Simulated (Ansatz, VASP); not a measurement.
**Two plane-wave programs on Ti**

```
CELL_PARAMETERS angstrom
2.77622 0.00000 0.00000
-1.38811 2.40428 0.00000
0.00000 0.00000 4.40973
ATOMIC_POSITIONS crystal
Ti 0.33333 0.66667 0.25000
Ti 0.66667 0.33333 0.75000
```

Alike in both runs: functional PBEsol; k mesh 18 × 18 × 10; occupations gaussian, width 0.1 eV; no spin polarisation.

Ansatz relaxed the structure, and its values are those at the end. VASP's run is a single point on that final structure, the one shown.

|  | VASP | Ansatz |
| --- | --- | --- |
| version | VASP 6.6.1 | Ansatz 0.2.0 |
| potentials or method | VASP PAW PBE potentials, release 64 (Ti_sv) | scalar-relativistic, plane waves, PAW |
| plane-wave cutoff (eV) | 520 | 420 |
| valence electrons in the cell | 24 | 24 |

VASP gave:

| Quantity | Value |
| --- | --- |
| gap on the k mesh at the Fermi level (eV) | none |
| pressure (GPa) | 18.4 |

Q: What did Ansatz give for the same quantities?

A: gap on the k mesh at the Fermi level (eV): none; pressure (GPa): 19.1.

A gap of «none» marks a metal or a gap that the smearing closes. The functional is the same, so the differences come from potentials, cutoffs and numerics.

Caveats: so large a pressure means that the cell lies far from this level's equilibrium, or that cutoff or potentials fall short (VASP); the potentials were made for another functional, which shifts forces and pressure (VASP).
